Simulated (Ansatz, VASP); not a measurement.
# Mg in VASP and in Ansatz

INCAR

```
PREC = Accurate
ENCUT = 520
EDIFF = 1E-7
ISMEAR = -1
SIGMA = 0.03
LREAL = False
LASPH = True
NELM = 60
ALGO = Normal
ISIF = 2
LWAVE = False
LCHARG = False
GGA = PE
NBANDS = 7
```

File KPOINTS:

```
Automatic mesh
0
Gamma
  16 16 16
```

Contents of POSCAR:

```
Mg
1.0
    0.0000000000      2.2591190557      2.2591190557
    2.2591190557      0.0000000000      2.2591190557
    2.2591190557      2.2591190557      0.0000000000
Mg
1
Direct
    0.0000000000      0.0000000000      0.0000000000
```

Input for Ansatz:

```yaml
crystal:
  lattice:
    - [0.0, 2.2591190557, 2.2591190557]
    - [2.2591190557, 0.0, 2.2591190557]
    - [2.2591190557, 2.2591190557, 0.0]
  atoms:
    - { symbol: Mg, position: [0.0, 0.0, 0.0] }
kpoints:
  mp_grid: { grid: [16, 16, 16] }
  band_path:
    path:
      - [0.0, 0.0, 0.0]
      - [0.5, 0.0, 0.5]
      - [0.625, 0.25, 0.625]
      - [0.375, 0.375, 0.75]
      - [0.0, 0.0, 0.0]
      - [0.5, 0.5, 0.5]
      - [0.5, 0.25, 0.75]
      - [0.5, 0.0, 0.5]
    npoints: 5
scf:
  occupations: { method: fermi_dirac, width: 0.03 }
hamiltonian:
  xc: pbe
  pseudopotentials: { kind: all_electron, lapw: { basis_error: 0.001 } }
output:
  forces: true
  stress: true
  eigenvalues: true
```

Change from the starting cell: volume scaled by 1.02.

Alike in both runs: task single point; functional PBE; k mesh 16 × 16 × 16; occupations fermi-dirac, width 0.03 eV; no spin polarisation.

|  | VASP | Ansatz |
| --- | --- | --- |
| version | VASP 6.6.1 | Ansatz 0.2.0 |
| potentials or method | VASP PAW PBE potentials, release 64 (Mg) | all-electron LAPW, scalar-relativistic |
| plane-wave cutoff (eV) | 520 | see its input |

```csv
,VASP,Ansatz,Ansatz less VASP
pressure (GPa),0.0,0.1,+0.10
```

Ansatz ran all-electron here, so the differences hold the error of VASP's frozen core and of both bases.
